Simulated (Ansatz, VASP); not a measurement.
**CoH4 in VASP and in Ansatz**

```
Co H
1.0
     3.29506    0.00000    0.00000
    -1.64753    2.85360    0.00000
     0.00000    0.00000    3.12358
Co H
1 4
Direct
  0.00000 0.00000 0.00000
  0.50000 0.00000 0.00000
  0.00000 0.50000 0.00000
  0.50000 0.50000 0.00000
  0.00000 0.00000 0.50000
```

Alike in both runs: functional PBE; k mesh 12 × 12 × 12; occupations gaussian, width 0.1 eV; no spin polarisation.

Ansatz relaxed the structure, and its values are those at the end. VASP's run is a single point on that final structure, the one shown.

```csv
,VASP,Ansatz
version,VASP 6.6.1,Ansatz 0.2.0
potentials or method,"VASP PAW PBE potentials, release 64 (Co, H)","scalar-relativistic, plane waves, PAW"
plane-wave cutoff (eV),520,420
valence electrons in the cell,13,21
```

Ansatz gave:

```
gap on the k mesh at the Fermi level (eV) : none
pressure (GPa)                            : 0.0
```

Q: Which values does VASP return?

A: gap on the k mesh at the Fermi level (eV): none; pressure (GPa): -0.2.

A gap of «none» marks a metal or a gap that the smearing closes. With one functional, cell and mesh, what is left measures potentials, basis and numerics. The two sets of potentials don't hold the same shells in valence.

Spin polarisation is off, so any magnetic state and its effect on volume and gap are missing.
